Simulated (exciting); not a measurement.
Write the native input for exciting (release sodium) that does the following.

* Task: single point
* Functional: PBE
* Potentials or basis: all-electron LAPW+lo, shipped species files, valence relativity iora*
* rgkmax: 9
* k mesh: 12 × 12 × 12
* Occupations: gaussian, width 0.014 eV
* Spin: no spin polarisation
* outputlevel: normal
* gmaxvr (cutoff of density and potential): 14 1/bohr
* lmaxapw (and lmaxmat): 10
* lmaxvr: 8
* nempty: 12
* Valence relativity: iora*
* epsengy: 1e-05 Ha
* epspot: 1e-05 Ha
* maxscl: 60
* Muffin-tin radii: Pt 2.3 bohr

Pt:

```
CELL_PARAMETERS angstrom
0.00000 1.96090 1.96090
1.96090 0.00000 1.96090
1.96090 1.96090 0.00000
ATOMIC_POSITIONS crystal
Pt 0.00000 0.00000 0.00000
```

These files were run (other wordings do the same):

input.xml

```xml
<input>
  <title>Pt</title>
  <structure speciespath="./" tshift="false">
    <crystal scale="1">
      <basevect>0.000000000000 3.705563957779 3.705563957779</basevect>
      <basevect>3.705563957779 0.000000000000 3.705563957779</basevect>
      <basevect>3.705563957779 3.705563957779 0.000000000000</basevect>
    </crystal>
    <species speciesfile="Pt.xml" rmt="2.3">
      <atom coord="0.000000000000 0.000000000000 0.000000000000"/>
    </species>
  </structure>
  <groundstate do="fromscratch" ngridk="12 12 12" rgkmax="9" gmaxvr="14" lmaxapw="10" lmaxmat="10" lmaxvr="8" xctype="GGA_PBE" stype="Gaussian" swidth="0.00051449" nempty="12" ValenceRelativity="iora*" epsengy="1e-05" epspot="1e-05" maxscl="60" tforce="true" outputlevel="normal"/>
</input>
```

Potentials or basis: all-electron LAPW+lo, shipped species files, valence relativity iora*.

Command:

```sh
$ OMP_NUM_THREADS=1 exciting_smp
```

It gave:

```json
{"Band gap on the k mesh": "none (metal or under the smearing width)", "All electrons inside the program's atomic spheres": "Pt 75.77 (radii Pt 2.3 bohr)"}
```

Caveat: the log's total energy holds no entropy term; the free energy is that total less TS from the occupations.

It took 36 s on 1 thread of Intel(R) Xeon(R) Platinum 8488C (Sapphire Rapids), on a shared host, peak memory 0.1 GiB.
